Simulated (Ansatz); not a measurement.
**CsCl: a single-point run**

Aim: a sound single-point run of CsCl. The structure is shown as the input types it.

Method: density functional or hybrid calculation with the settings of its input, plane waves, in Ansatz 0.2.0.

4 further runs of the same task are left out: 4 that didn't finish.

## Step 1: Starting point

The structure is cubic, space group Pm-3m (No. 221). The conventional cell has a = 4.141 Å, b = 4.141 Å, c = 4.141 Å, α = 90.00°, β = 90.00°, γ = 90.00°. Around Cs (site symmetry m-3m) lie 8 Cl at 3.59 Å. Cl (site symmetry m-3m) has 8 Cs at 3.59 Å as nearest neighbours.

As a file:

```cif
data_structure
_symmetry_space_group_name_H-M 'P 1'
_symmetry_Int_Tables_number 1
_cell_length_a 4.1407
_cell_length_b 4.1407
_cell_length_c 4.1407
_cell_angle_alpha 90.000
_cell_angle_beta 90.000
_cell_angle_gamma 90.000
_cell_volume 70.99
loop_
_atom_site_label
_atom_site_type_symbol
_atom_site_fract_x
_atom_site_fract_y
_atom_site_fract_z
_atom_site_occupancy
Cs1 Cs 0.00000 0.00000 0.00000 1
Cl1 Cl 0.50000 0.50000 0.50000 1
```

## Step 2: Input and run

Contents of input.yaml:

```yaml
crystal:
  lattice:
    - [4.1406758806, 0.0, 0.0]
    - [0.0, 4.1406758806, 0.0]
    - [0.0, 0.0, 4.1406758806]
  atoms:
    - { symbol: Cs, position: [0.0, 0.0, 0.0] }
    - { symbol: Cl, position: [0.5, 0.5, 0.5] }
kpoints:
  mp_grid: { grid: [1, 1, 8] }
hamiltonian:
  xc: hse06
scf:
  occupations: { method: fixed }
  n_extra_bands: 4
output:
  forces: true
  stress: true
  eigenvalues: true
```

On the command line:

```sh
$ ansatz run input.yaml --threads 4 --pin off --max-ram 3686MiB --backend cpu --events-out ev --progress --plain --runs-dir out
```

What happens when this is run?

This run ends as converged, with warnings (stress exchange threshold loose, stress scf threshold loose, symmetry narrowed by mesh). Its log warns: «crystal.symmetry: narrowed to the stabiliser of the k-point mesh — unitary ops 48 → 16; excluded 32 operations that carry a point of the 1×1×8 mesh (shift [0, 0 ...»

Fixed occupations are right only where a gap separates filled from empty bands at every k-point. This system has one (6.44 eV on the mesh), so they are sound here.

The occupations need no remedy; a run with other occupations serves as a check.
